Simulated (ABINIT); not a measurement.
A run of ABINIT 10.8.3 (patched build):

File run.abi:

```
# Datasets: ground state, then fixed potential
ndtset 2

# Pseudopotentials
pp_dirpath "./"
pseudos "Si.upf, C.upf"

# Structure
acell 3*1.0
rprim
     5.8127975593     0.0000000000     0.0000000000
    -2.9063987797     5.0340303534     0.0000000000
     0.0000000000     0.0000000000     9.5393374771
ntypat 2
znucl 14 6
natom 4
typat 1 1 2 2
xred
     0.6666666667     0.3333333333     0.5000000000
     0.3333333333     0.6666666667     0.0000000000
     0.6666666667     0.3333333333     0.8850000000
     0.3333333333     0.6666666667     0.3850000000

# Plane-wave basis
ecut 41.0

# Exchange and correlation
ixc -120135

# Bands and occupations
occopt 3
tsmear 0.00183747

# SCF cycle
nstep 100

# Output
iomode 3
prtwf 0
prteig 0
prtebands 0
enunit 1
prtden1 1
prtvha1 1
prtvclmb1 1
prtpot1 1
prtelf1 1

# Dataset 1
kptopt1 1
ngkpt1 10 10 5
nshiftk1 1
shiftk1 0.0 0.0 0.0
nband1 12
tolvrs1 1.0e-10

# Dataset 2: bands along G-M-K-G-A-L-H-A
iscf2 -2
getden2 1
nband2 16
nbdbuf2 2
tolwfr2 1.0e-12
kptopt2 -7
ndivsm2 8
prteig2 1
prtvol2 -3
kptbounds2
     0.0000000000     0.0000000000     0.0000000000
     0.5000000000     0.0000000000     0.0000000000
     0.3333333333     0.3333333333     0.0000000000
     0.0000000000     0.0000000000     0.0000000000
     0.0000000000     0.0000000000     0.5000000000
     0.5000000000     0.0000000000     0.5000000000
     0.3333333333     0.3333333333     0.5000000000
     0.0000000000     0.0000000000     0.5000000000
```

Potentials or basis: PseudoDojo NC SR PBEsol v0.4.1 standard.

Command:

```console
$ abinit run.abi > log 2>&1
```

Hardware: 1 thread of Arm Neoverse V2, on a shared host.

Question: How long does it take, and how much memory?

Answer: Wall time 2.3 min on 1 thread of Arm Neoverse V2, with other jobs on the host, peak memory 0.15 GiB. Counts: scf iterations 10, k points 42, bands 12, plane waves 3562.
